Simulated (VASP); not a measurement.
Al2O3, 10 atoms in the cell. The structure is trigonal, space group R-3c (No. 167). Conventional cell: a = 4.805 Å, b = 4.805 Å, c = 13.114 Å, α = 90.00°, β = 90.00°, γ = 120.00°. Al (site symmetry 3) is surrounded by 6 O at 1.87 to 1.99 Å. Around O (site symmetry 2) lie 4 Al at 1.87 to 1.99 Å. 

| Property | Result |
| --- | --- |
| Program | VASP 6.6.1 |
| Task | band structure |
| Functional | PBE |
| Potentials or basis | VASP PAW PBE potentials, release 64 (Al, O) |
| Cutoff | 520 eV |
| k mesh | 9 × 9 × 7 |
| Occupations | gaussian, width 0.03 eV |
| Spin | no spin polarisation |
| Further INCAR settings | ALGO = Fast; EDIFF = 1e-07; NBANDS = 35 |

Potentials or basis: VASP PAW PBE potentials, release 64 (Al, O).

Command:

```console
$ cat potpaw_PBE.64/Al/POTCAR potpaw_PBE.64/O/POTCAR > POTCAR
$ mpirun -np 2 vasp_std > vasp.out
```

Hardware: 2 MPI ranks on AMD EPYC 9R45 96-Core Processor (Zen 5), on a shared host.

Estimate the wall time of this run.

It took 7 min on 2 MPI ranks on AMD EPYC 9R45 96-Core Processor (Zen 5), on a shared host, peak memory 0.67 GiB a rank. Counts: scf iterations 36, k points 160.
